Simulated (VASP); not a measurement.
**What goes wrong when GaAs is relaxed with a bad input**

Aim: see how common mistakes in a VASP relaxation show up, on GaAs. The starting structure is a measured crystal structure from the Crystallography Open Database.

Method: Kohn-Sham DFT with plane waves and PAW; PBEsol, in VASP 6.6.1.

### 1. The starting structure

It takes space group F-43m (No. 216, cubic). Conventional cell: a = 5.654 Å, b = 5.654 Å, c = 5.654 Å, α = 90.00°, β = 90.00°, γ = 90.00°. Nearest to As lie 4 Ga at 2.45 Å. Nearest to Ga lie 4 As at 2.45 Å. Farther neighbours are not listed.

Coordinates:

```
As Ga
1.0
     0.00000    2.82685    2.82685
     2.82685    0.00000    2.82685
     2.82685    2.82685    0.00000
As Ga
1 1
Cartesian
  4.2403 4.2403 4.2403
  0.0000 0.0000 0.0000
```

### 2. Reference relaxation

Contents of INCAR:

```
SYSTEM = GaAs
PREC = Accurate
ENCUT = 450
EDIFF = 1E-06
NELM = 100
ISMEAR = 0
SIGMA = 0.03
LREAL = .FALSE.
ALGO = Normal
GGA = PS
NBANDS = 15
LORBIT = 11
LWAVE = .FALSE.
LCHARG = .FALSE.
KPAR = 2
IBRION = 2
NSW = 50
ISIF = 3
EDIFFG = -0.01
```

Contents of POSCAR:

```
GaAs
1.0
    0.0000000000      2.8268500000      2.8268500000
    2.8268500000      0.0000000000      2.8268500000
    2.8268500000      2.8268500000      0.0000000000
As Ga
1 1
Direct
    0.7500000000      0.7500000000      0.7500000000
    0.0000000000      0.0000000000      0.0000000000
```

Contents of KPOINTS:

```
Automatic mesh
0
Gamma
6 6 6
0 0 0
```

PAW data sets: As and Ga_d (PBE family, release 64).

Run with:

```bash
mpirun -np 2 vasp_std
```

Log:

```text
[banner, memory and clock lines left out]
running    2 mpi-ranks, on    1 nodes
 distrk:  each k-point on    1 cores,    2 groups
 distr:  one band on    1 cores,    1 groups

 POSCAR found type information on POSCAR AsGa
 POSCAR found :  2 types and       2 ions
|                                                                             |
|               ----> ADVICE to this user running VASP <----                  |
|                                                                             |
|     You enforced a specific xc type in the INCAR file but a different       |
|     [... a line on the potential file left out ...]
|     I HOPE YOU KNOW WHAT YOU ARE DOING!                                     |
|                                                                             |

 LDA part: xc-table for (Slater+PW92), standard interpolation
 POSCAR, INCAR and KPOINTS ok, starting setup
 FFT: planning ... GRIDC
 FFT: planning ... GRID_SOFT
 FFT: planning ... GRID
 WAVECAR not read
 entering main loop
       N       E                     dE             d eps       ncg     rms          rms(c)
DAV:   1     0.782743773863E+02    0.78274E+02   -0.85720E+03   496   0.152E+03
DAV:   2    -0.316386536434E+01   -0.81438E+02   -0.77970E+02   550   0.300E+02
DAV:   3    -0.917312961890E+01   -0.60093E+01   -0.59869E+01   578   0.659E+01
DAV:   4    -0.926893086248E+01   -0.95801E-01   -0.95786E-01   564   0.947E+00
DAV:   5    -0.927031077110E+01   -0.13799E-02   -0.13799E-02   592   0.101E+00    0.295E+00
DAV:   6    -0.909885128546E+01    0.17146E+00   -0.24194E-01   726   0.981E+00    0.174E+00
DAV:   7    -0.906622975856E+01    0.32622E-01   -0.62677E-02   703   0.219E+00    0.540E-01
DAV:   8    -0.906441442157E+01    0.18153E-02   -0.98649E-03   613   0.120E+00    0.103E-01
DAV:   9    -0.906458851168E+01   -0.17409E-03   -0.73148E-04   589   0.352E-01    0.432E-02
DAV:  10    -0.906462205977E+01   -0.33548E-04   -0.53560E-05   678   0.756E-02    0.233E-02
DAV:  11    -0.906464404601E+01   -0.21986E-04   -0.26043E-05   522   0.545E-02    0.257E-03
DAV:  12    -0.906464403764E+01    0.83733E-08   -0.90589E-07   506   0.157E-02
   1 F= -.90646440E+01 E0= -.90646440E+01  d E =-.906464E+01
 curvature:   0.00 expect dE= 0.000E+00 dE for cont linesearch  0.000E+00
 trial: gam= 0.00000 g(F)=  0.876E-46 g(S)=  0.341E-03 ort = 0.000E+00 (trialstep = 0.100E+01)
 search vector abs. value=  0.341E-03
 bond charge predicted
       N       E                     dE             d eps       ncg     rms          rms(c)
DAV:   1    -0.906853668195E+01   -0.38926E-02   -0.47201E-02   599   0.403E+00    0.354E-01
DAV:   2    -0.906556945677E+01    0.29672E-02   -0.48844E-03   599   0.151E+00    0.162E-01
DAV:   3    -0.906481868085E+01    0.75078E-03   -0.80965E-04   606   0.539E-01    0.354E-02
DAV:   4    -0.906474904378E+01    0.69637E-04   -0.79169E-05   560   0.120E-01    0.124E-02
DAV:   5    -0.906473824039E+01    0.10803E-04   -0.60744E-06   585   0.329E-02    0.270E-03
DAV:   6    -0.906473810692E+01    0.13347E-06   -0.33388E-07   275   0.801E-03
   2 F= -.90647381E+01 E0= -.90647381E+01  d E =-.940693E-04
 trial-energy change:   -0.000094  1 .order   -0.000068   -0.000341    0.000205
 step:   0.6860(harm=  0.6249)  dis= 0.00000  next Energy=    -9.064769 (dE=-0.125E-03)
 bond charge predicted
       N       E                     dE             d eps       ncg     rms          rms(c)
DAV:   1    -0.906513565486E+01   -0.39741E-03   -0.46118E-03   613   0.125E+00    0.112E-01
DAV:   2    -0.906484159692E+01    0.29406E-03   -0.48785E-04   599   0.487E-01    0.509E-02
DAV:   3    -0.906476898491E+01    0.72612E-04   -0.77536E-05   606   0.167E-01    0.113E-02
DAV:   4    -0.906476255803E+01    0.64269E-05   -0.76031E-06   537   0.363E-02    0.392E-03
DAV:   5    -0.906476169520E+01    0.86283E-06   -0.55268E-07   261   0.104E-02
   3 F= -.90647617E+01 E0= -.90647617E+01  d E =-.117658E-03
 curvature:  -0.30 expect dE=-0.273E-05 dE for cont linesearch -0.273E-05
 trial: gam=-0.13583 g(F)=  0.166E-46 g(S)=  0.897E-05 ort = 0.553E-04 (trialstep = 0.937E+00)
 search vector abs. value=  0.236E-06
 reached required accuracy - stopping structural energy minimisation
```

Wall time 13 s (2 MPI ranks of AMD EPYC 7R43, shared host); peak memory 0.25 GiB; 26 s of CPU time.

The logs omit lines about the potential files and the build; timing stands in the text.

OUTCAR, selected parts (step 2):

```text
ion  position               nearest neighbor table
   1  0.750  0.750  0.750-   2 2.45   2 2.45   2 2.45   2 2.45
   2  0.000  0.000  0.000-   1 2.45   1 2.45   1 2.45   1 2.45

  LATTYP: Found a face centered cubic cell.
 ALAT       =     5.6537000000

 Subroutine GETGRP returns: Found 24 space group operations
 (whereof 24 operations were pure point group operations)

The static configuration has the point symmetry T_d .

 Found     16 irreducible k-points:

   k-points           NKPTS =     16   k-points in BZ     NKDIM =     16   number of bands    NBANDS=     15

   dimension x,y,z NGX =    28 NGY =   28 NGZ =   28
   dimension x,y,z NGXF=    56 NGYF=   56 NGZF=   56

   ENCUT  =  450.0 eV  33.07 Ry    5.75 a.u.   6.91  6.91  6.91*2*pi/ulx,y,z

   NELECT =      18.0000    total number of electrons

 k-points in reciprocal lattice and weights: Automatic mesh
   0.00000000  0.00000000  0.00000000       0.005
   0.16666667  0.00000000  0.00000000       0.037
   0.33333333  0.00000000  0.00000000       0.037
   0.50000000  0.00000000  0.00000000       0.019
   0.16666667  0.16666667  0.00000000       0.028
   0.33333333  0.16666667  0.00000000       0.111
   0.50000000  0.16666667  0.00000000       0.111
  -0.33333333  0.16666667  0.00000000       0.111
  -0.16666667  0.16666667  0.00000000       0.056
[...]
-0.33333333  0.33333333  0.16666667       0.111
  -0.33333333  0.50000000  0.16666667       0.056

 average (electrostatic) potential at core
       1 -50.2233       2 -66.2576

 E-fermi :   3.9116

 k-point     1 :       0.0000    0.0000    0.0000
  band No.  band energies     occupation
    ...
      5     -10.9206      2.00000
      6      -8.9473      2.00000
      7       3.7819      2.00000
      8       3.7819      2.00000
      9       3.7819      2.00000
     10       4.2085      0.00000
     11       7.4629      0.00000
     12       7.4630      0.00000
     13       7.4630      0.00000
     14      11.1567      0.00000
    ...

 k-point     2 :       0.1667    0.0000    0.0000
  band No.  band energies     occupation
    ...
      5     -10.9208      2.00000
      6      -8.6265      2.00000
      7       1.0422      2.00000
      8       3.3990      2.00000
      9       3.3990      2.00000
     10       5.3431      0.00000
     11       8.0108      0.00000
     12       8.0109      0.00000
     13       8.3827      0.00000
     14      12.5372      0.00000
    ...

 k-point     3 :       0.3333    0.0000    0.0000
  band No.  band energies     occupation
    ...
      5     -10.9190      2.00000
      6      -7.7978      2.00000
      7      -1.6232      2.00000
      8       2.8520      2.00000
      9       2.8520      2.00000
     10       4.9142      0.00000
     11       8.4222      0.00000
     12       8.4222      0.00000
     13      10.9121      0.00000
     14      12.3580      0.00000
    ...

  Total        0.0111346      0.0111346      0.0111346     -0.0000000      0.0000000     -0.0000000
  in kB        0.3935195      0.3935195      0.3935195     -0.0000000      0.0000000     -0.0000000
  external PRESSURE =       0.3935195 kB  Pullay stress =       0.0000000 kB

  energy-cutoff  :      450.00
  volume of cell :       45.33
      direct lattice vectors                 reciprocal lattice vectors
     0.000000000  2.830062925  2.830062925    -0.176674517  0.176674517  0.176674517
     2.830062925  0.000000000  2.830062925     0.176674517 -0.176674517  0.176674517
     2.830062925  2.830062925  0.000000000     0.176674517  0.176674517 -0.176674517

 POSITION                                       TOTAL-FORCE (eV/Angst)
 -----------------------------------------------------------------------------------
      4.24509      4.24509      4.24509        -0.000000     -0.000000      0.000000
      0.00000      0.00000      0.00000         0.000000      0.000000     -0.000000
 -----------------------------------------------------------------------------------
    total drift:                               -0.000001     -0.000001     -0.000000

  FREE ENERGIE OF THE ION-ELECTRON SYSTEM (eV)
  ---------------------------------------------------
  free  energy   TOTEN  =        -9.0647616952 eV

  energy  without entropy=       -9.0647616952  energy(sigma->0) =       -9.06476170

 reached required accuracy - stopping structural energy minimisation

 total charge
# of ion       s       p       d       tot
------------------------------------------
    1        1.209   1.594   0.031   2.833
    2        0.880   0.802   9.994  11.676
--------------------------------------------------
tot          2.089   2.396  10.025  14.510

[... 3 further parts left out ...]
```

The PAW data sets were made with PBE, which is usual practice but a small mismatch for other functionals. The run keeps the 24 symmetry operations of its start, so it cannot find a distortion of lower symmetry.

The reference relaxation ends at 22.667 Å³ an atom.

### 3. Relaxation with a functional's name that the tag doesn't take

A slip made on purpose: a functional's name that the tag doesn't take. Against step 2 the input has GGA = PBESOL (also changed: NELM).

Edit INCAR of step 2 so:

```diff
@@ -4,3 +4,3 @@
 EDIFF = 1E-06
-NELM = 100
+NELM = 60
 ISMEAR = 0
@@ -9,3 +9,3 @@
 ALGO = Normal
-GGA = PS
+GGA = PBESOL
 NBANDS = 15
```

POSCAR is that of step 2.

KPOINTS is that of step 2.

Run with:

```bash
mpirun -np 2 vasp_std
```

Log:

```text
[banner, memory and clock lines left out]
running    2 mpi-ranks, on    1 nodes
[...]
|                                                                             |
|     EEEEEEE  RRRRRR   RRRRRR   OOOOOOO  RRRRRR      ###     ###     ###     |
|     E        R     R  R     R  O     O  R     R     ###     ###     ###     |
|     E        R     R  R     R  O     O  R     R     ###     ###     ###     |
|     EEEEE    RRRRRR   RRRRRR   O     O  RRRRRR       #       #       #      |
|     E        R   R    R   R    O     O  R   R                               |
|     E        R    R   R    R   O     O  R    R      ###     ###     ###     |
|     EEEEEEE  R     R  R     R  OOOOOOO  R     R     ###     ###     ###     |
|                                                                             |
|     Error: One of the selected functionals does not exist.                  |
|                                                                             |
|       ---->  I REFUSE TO CONTINUE WITH THIS SICK JOB ... BYE!!! <----       |
|                                                                             |

1
1
```

Run time: 3 s. Hardware: 2 MPI ranks.

VASP stopped with this message: “Error: One of the selected functionals does not exist”.

### 4. Relaxation with a smearing far too wide

A slip made on purpose: a smearing far too wide. Against step 2 the input has SIGMA = 2 (also changed: NELM).

Edit INCAR of step 3 so:

```diff
@@ -6,6 +6,6 @@
 ISMEAR = 0
-SIGMA = 0.03
+SIGMA = 2
 LREAL = .FALSE.
 ALGO = Normal
-GGA = PBESOL
+GGA = PS
 NBANDS = 15
```

POSCAR is that of step 3.

KPOINTS is that of step 3.

Run with:

```bash
mpirun -np 2 vasp_std
```

Log:

```text
[banner, memory and clock lines left out]
running    2 mpi-ranks, on    1 nodes
[...]
[... a notice as in an earlier step ...]

 LDA part: xc-table for (Slater+PW92), standard interpolation
 POSCAR, INCAR and KPOINTS ok, starting setup
[...]
entering main loop
       N       E                     dE             d eps       ncg     rms          rms(c)
DAV:   1     0.777321333157E+02    0.77732E+02   -0.85720E+03   496   0.152E+03
DAV:   2    -0.348937620786E+01   -0.81222E+02   -0.77825E+02   550   0.300E+02
DAV:   3    -0.946903060778E+01   -0.59797E+01   -0.59449E+01   578   0.657E+01
DAV:   4    -0.956443541161E+01   -0.95405E-01   -0.95386E-01   564   0.944E+00
[...]
DAV:  10    -0.940864342428E+01   -0.10643E-04   -0.35000E-05   685   0.554E-02    0.207E-02
DAV:  11    -0.940865276755E+01   -0.93433E-05   -0.11919E-05   515   0.391E-02    0.198E-03
DAV:  12    -0.940865279696E+01   -0.29403E-07   -0.46701E-07   506   0.112E-02
   1 F= -.94086528E+01 E0= -.88616459E+01  d E =-.940865E+01
[...]
DAV:   6    -0.942669655345E+01    0.44457E-04   -0.14206E-04   571   0.211E-01    0.163E-02
DAV:   7    -0.942669501642E+01    0.15370E-05   -0.21102E-05   606   0.845E-02    0.462E-03
DAV:   8    -0.942669517724E+01   -0.16082E-06   -0.24811E-06   529   0.147E-02
   2 F= -.94266952E+01 E0= -.88260478E+01  d E =-.180424E-01
 trial-energy change:   -0.018042  1 .order   -0.018982   -0.043956    0.005992
 step:   0.8670(harm=  0.8800)  dis= 0.00000  next Energy=    -9.427096 (dE=-0.184E-01)
[...]
N       E                     dE             d eps       ncg     rms          rms(c)
DAV:   1    -0.943561001311E+01   -0.89150E-02   -0.10687E-01   606   0.577E+00    0.528E-01
DAV:   2    -0.942890324905E+01    0.67068E-02   -0.11743E-02   592   0.233E+00    0.238E-01
DAV:   3    -0.942727638424E+01    0.16269E-02   -0.17702E-03   613   0.756E-01    0.547E-02
DAV:   4    -0.942712166853E+01    0.15472E-03   -0.17253E-04   560   0.168E-01    0.185E-02
DAV:   5    -0.942709814753E+01    0.23521E-04   -0.14335E-05   564   0.509E-02    0.299E-03
DAV:   6    -0.942709799068E+01    0.15685E-06   -0.65923E-07   289   0.100E-02
   3 F= -.94270980E+01 E0= -.88338724E+01  d E =-.184452E-01
[...]
reached required accuracy - stopping structural energy minimisation
```

Run time: 19 s. Hardware: 2 MPI ranks; peak memory 0.24 GiB; 37 s of CPU time.

Parts of OUTCAR (step 4):

```text
  Total        0.0118305      0.0118305      0.0118305     -0.0000000      0.0000000      0.0000000
  in kB        0.3996788      0.3996788      0.3996788     -0.0000000      0.0000000      0.0000000
  external PRESSURE =       0.3996788 kB  Pullay stress =       0.0000000 kB

 POSITION                                       TOTAL-FORCE (eV/Angst)
 -----------------------------------------------------------------------------------
      4.30939      4.30939      4.30939         0.000000      0.000000      0.000000
      0.00000      0.00000      0.00000        -0.000000     -0.000000     -0.000000
 -----------------------------------------------------------------------------------
    total drift:                               -0.000001     -0.000001     -0.000001

  FREE ENERGIE OF THE ION-ELECTRON SYSTEM (eV)
  ---------------------------------------------------
  free  energy   TOTEN  =        -9.4270979907 eV

  energy  without entropy=       -8.2406468183  energy(sigma->0) =       -8.83387240

[... 2 parts as in an earlier step ...]

[... 2 further parts left out ...]
[key lines of the parts left out:]
E-fermi :   3.7669
```

With a smearing far too wide the cell ends at 23.712 Å³ an atom, +4.61 % from the reference.

(Part 1 of 2 ends here.)

[Lines on the potential files, build, host, timing and source positions are cut from VASP's logs without a mark.]

[Logs are printed without paths, hosts, clocks, repeated set-up lines and the standing remarks that a program may print on its own settings, such as how far it seeks lower states.]

[Hosts, paths, dates, database ids (printed as entryN), source tags and the programs' standing remarks are cut or masked in the printed files.]
